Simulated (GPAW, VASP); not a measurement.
This is a calculation of CdS (Greenockite) for GPAW 26.7.0 (ASE script). 

run.py

```python
from ase.dft.bandgap import bandgap
from ase.io import read, write
from ase.units import GPa
from gpaw import GPAW, PW

atoms = read('POSCAR')

calc = GPAW(mode=PW(600),
            xc='PBE',
            kpts={'size': (7, 7, 4), 'gamma': True},
            occupations={'name': 'methfessel-paxton', 'order': 0, 'width': 0.024},
            nbands=31,
            convergence={'density': 1e-05, 'energy': 1e-05},
            maxiter=150,
            txt='gpaw.txt')
atoms.calc = calc
energy = atoms.get_potential_energy()
forces = atoms.get_forces()
stress = atoms.get_stress()
calc.write('gs.gpw')
write('result.traj', atoms)
print(f'Energy: {energy:.6f} eV')
print('Forces (eV/A):')
print(forces.round(4))
print('Stress (GPa):', (stress / GPa).round(3))
print('Fermi level:', round(calc.get_fermi_level(), 4), 'eV')
print(f'Gap: {bandgap(calc)[0]:.4f} eV, direct: {bandgap(calc, direct=True)[0]:.4f} eV')
```

POSCAR

```
CdS
1.0
    4.1500000000      0.0000000000      0.0000000000
   -2.0750000000      3.5940054257      0.0000000000
    0.0000000000      0.0000000000      6.7370000000
Cd S
2 2
Direct
    0.6666666667      0.3333333333      0.5000000000
    0.3333333333      0.6666666667      0.0000000000
    0.6666666667      0.3333333333      0.8750000000
    0.3333333333      0.6666666667      0.3750000000
```

Potentials or basis: GPAW PAW data sets (gpaw-data 1.2.1), pw.

The run is started by

```sh
$ OMP_NUM_THREADS=1 python run.py
```

Problem. Translate it to VASP 6.6.1. Potentials or basis there: PBE PAW files Cd, S, 520 eV.

Solution. As run (cutoffs and basis follow the program's own potentials, and thresholds, step limits or extra output files can differ):

File INCAR:

```
  PREC = Accurate
  ENCUT = 520
  EDIFF = 1E-6
  ISMEAR = 0
  SIGMA = 0.024
  LREAL = False
  LASPH = True
  NELM = 80
  ALGO = Fast
  ISIF = 2
  LWAVE = False
  LCHARG = True
  GGA = PE
  LELF = True
  LVHAR = True
  NBANDS = 26
```

The input KPOINTS:

```
regular mesh
0
Gamma
  7 7 4
```

File POSCAR:

```
CdS
1.0
    4.1500000000      0.0000000000      0.0000000000
   -2.0750000000      3.5940054257      0.0000000000
    0.0000000000      0.0000000000      6.7370000000
Cd S
2 2
Direct
    0.6666666667      0.3333333333      0.5000000000
    0.3333333333      0.6666666667      0.0000000000
    0.6666666667      0.3333333333      0.8750000000
    0.3333333333      0.6666666667      0.3750000000
```

Potentials or basis: VASP PAW PBE potentials, release 64 (Cd, S).

The run is started by

```bash
$ cat potpaw_PBE.64/Cd/POTCAR potpaw_PBE.64/S/POTCAR > POTCAR
$ mpirun -np 1 vasp_std > vasp.out
```

Both were run:

|  | GPAW | VASP |
| --- | --- | --- |
| Pressure | 1.8 GPa | 2.4 GPa |
| Largest force | 0.067 eV/Å | 0.069 eV/Å |

Pressure is positive in compression.
